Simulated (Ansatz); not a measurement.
InP, DFT, PBEsol, all-electron LAPW, scalar-relativistic (Ansatz 0.2.0), run on 1 thread of Arm Neoverse V2 on a shared host.

The geometry is COD entry 1538565, unchecked; take it as a test cell. The listed cell was then made from it by scaling, straining or moving an atom.

Command: `ansatz run input.yaml --threads 1 --pin off --max-ram 3072MiB --backend cpu --events-out ev --progress --plain --runs-dir out`

```yaml
crystal:
  lattice:
    - [0.0571, 2.88355, 2.88355]
    - [2.88355, 0.0571, 2.88355]
    - [2.88355, 2.88355, 0.0571]
  atoms:
    - { symbol: In, position: [0.0, 0.0, 0.0] }
    - { symbol: P, position: [0.5, 0.5, 0.5] }
kpoints:
  mp_grid: { grid: [11, 11, 11] }
  band_path:
    path:
      - [0.0, 0.0, 0.0]
      - [0.5, 0.5, 0.5]
      - [0.2451701269, 0.5, 0.7548298731]
      - [-0.2451701269, 0.2451701269, 0.5]
      - [0.0, 0.0, 0.5]
      - [0.0, 0.0, 0.0]
      - [-0.3725850634, 0.0, 0.3725850634]
      - [0.0, 0.3725850634, 0.6274149366]
      - [0.0, 0.5, 0.5]
    npoints: 5
scf:
  occupations: { method: fermi_dirac, width: 0.03 }
hamiltonian:
  xc: pbesol
  pseudopotentials: { kind: all_electron, lapw: { basis_error: 0.00025 } }
output:
  forces: true
  stress: true
  eigenvalues: true
```

(1) How large is the problem that the program sets up?

(2) About how long does it take, and how much memory does it use?

## Answers

(1) 146 irreducible k-points, 333 plane waves at Γ, 21 bands.

(2) 38 s of wall time for 9 SCF iterations, with a peak of 0.54 GiB. Times on shared machines scatter by tens of per cent.
